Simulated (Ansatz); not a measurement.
I need a charge-density difference against the sublattices of TiN, space group Fm-3m. Use Ansatz 0.2.0 through its Python package. Use (first run): PBE, PAW, cutoff 460 eV, 12×12×12 k-points, Fermi-Dirac smearing of 0.1 eV.

```cif
data_structure
_symmetry_space_group_name_H-M 'P 1'
_symmetry_Int_Tables_number 1
_cell_length_a 2.9967
_cell_length_b 2.9967
_cell_length_c 2.9967
_cell_angle_alpha 60.000
_cell_angle_beta 60.000
_cell_angle_gamma 60.000
_cell_volume 19.03
loop_
_atom_site_label
_atom_site_type_symbol
_atom_site_fract_x
_atom_site_fract_y
_atom_site_fract_z
_atom_site_occupancy
Ti1 Ti 0.00000 0.00000 0.00000 1
N1 N 0.50000 0.50000 0.50000 1
```

The script, `run_drho.py`:
```python
import warnings

import ansatz as az
import numpy as np

vectors0 = np.array([
    [0.0, 2.119, 2.119],
    [2.119, 0.0, 2.119],
    [2.119, 2.119, 0.0],
])
sites = [
    ('Ti', (0.0, 0.0, 0.0)),
    ('N', (0.5, 0.5, 0.5)),
]


def on_lattice(cell):
    crystal = az.Crystal(lattice=az.Lattice.of(cell))
    for symbol, position in sites:
        crystal = crystal.atom(symbol, position)
    return crystal

warnings.simplefilter('ignore', az.DeckWarning)

def solve(crystal):
    return (
        crystal.calculation()
        .functional('pbe')
        .occupations('Fermi-Dirac')
        .basis(460, grid_basis='typed')
        .kpoints(12, 12, 12)
        .density()
        .run(threads=1)
    )


whole = solve(on_lattice(vectors0))
difference = whole.density().channels[0].density_e_per_ang3.copy()
binding = whole.report['free_energy_ev']
for element in ['Ti', 'N']:
    part = az.Crystal(lattice=az.Lattice.of(vectors0))
    for symbol, position in sites:
        if symbol == element:
            part = part.atom(symbol, position)
    alone = solve(part)
    difference -= alone.density().channels[0].density_e_per_ang3
    binding -= alone.report['free_energy_ev']
    print(f'{element} sublattice: {alone.report["n_electrons"]:g} electrons, {alone.report["n_iterations"]} iterations')

voxel = abs(np.linalg.det(vectors0)) / difference.size
print(f'energy of the crystal less its unpolarised sublattices: {binding / len(sites):.4f} eV/atom')
print(f'net charge of the difference {difference.sum() * voxel:.5f} e, charge rearranged {0.5 * np.abs(difference).sum() * voxel:.3f} e')
print(f'extremes {difference.min():.4f} and {difference.max():.4f} e/A^3')
for (symbol, position) in sites:
    index = tuple(int(round(p * n)) % n for p, n in zip(position, difference.shape))
    print(f'  change of the pseudo-density at the grid point nearest {symbol}: {difference[index]:+.4f} e/A^3')
profile = difference.mean(axis=(0, 1))
print('planar mean along the third vector:', np.round(profile[:: max(len(profile) // 12, 1)], 4))
```

```console
$ python run_drho.py
Ti sublattice: 12 electrons, 6 iterations
N sublattice: 5 electrons, 6 iterations
energy of the crystal less its unpolarised sublattices: -4.9061 eV/atom
net charge of the difference -0.00000 e, charge rearranged 0.495 e
extremes -0.1312 and 0.1633 e/A^3
  change of the pseudo-density at the grid point nearest Ti: -0.0900 e/A^3
  change of the pseudo-density at the grid point nearest N: -0.1312 e/A^3
planar mean along the third vector: [-0.0406 -0.0305 -0.011   0.0068  0.0205  0.0238  0.0216  0.0238  0.0205
  0.0068 -0.011  -0.0305]
```

Caveats:
- Spin is left out of this run.
- For a metal this k-point mesh is coarse: on a finer one energies can move by several to tens of meV an atom and pressures by half a GPa or more, differences at one mesh by less.
- Densities and potentials on the grid are those of the valence electrons, and inside the cores they hang on the potentials used.
- The starting cell is as deposited in a crystallographic database; the results hold for this polymorph, which needn't be the stable one.
- Charge moved counts every rearrangement, bonding and polarisation too, and is no transfer between atoms; the bare sublattices are artificial references. Values near the nuclei depend on the potentials.
- Run time: 1.8 s on 1 thread of Intel(R) Xeon(R) 6975P-C (Granite Rapids), with other jobs on the host, peak memory 0.39 GiB.
